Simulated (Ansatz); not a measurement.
Hf:

```
Hf
1.0
    -1.80500    1.80500    1.80500
     1.80500   -1.80500    1.80500
     1.80500    1.80500   -1.80500
Hf
1
Cartesian
  0.0000 0.0000 0.0000
```

This isn't the form of Hf at room conditions, which is hcp.

```yaml
Program: Ansatz 0.2.0
Task: relaxation of cell and atoms
Functional: RPBE
Dispersion: D4
Potentials_or_basis: Ansatz PAW
Cutoff: "420 eV (not typed: the program's choice for these potentials)"
k_mesh: 10 × 10 × 10
Occupations: fermi-dirac, width 0.05 eV
Spin: no spin polarisation
```

At the start: volume 23.52 Å³/atom.

Problem. Where does the relaxation end?

Solution. It ends after 5 steps and the volume is 22.43 Å³/atom (-4.6 %); space group Im-3m (No. 229, to 0.05 Å).

Step by step:
```tsv
step	energy change (eV)	largest force (eV/Å)	volume (Å³)
1	0.0000	0.0000	23.52
2	-0.0023	0.0000	21.47
3	-0.0156	0.0000	22.49
4	-0.0156	0.0000	22.43
5	-0.0153	0.0000	22.43
```

Final structure:
```
Hf
1.0
    -1.77669    1.77669    1.77669
     1.77669   -1.77669    1.77669
     1.77669    1.77669   -1.77669
Hf
1
Direct
  0.00000 0.00000 0.00000
```

Caveat: the plane-wave basis is chosen anew once the cell has moved, so the energies of steps on either side of that aren't comparable; pairwise dispersion overbinds metals, which lowers pressure and volume; the PAW data sets come from PBE, with cores solved anew for the run's functional, which leaves a small shift of forces and pressure.
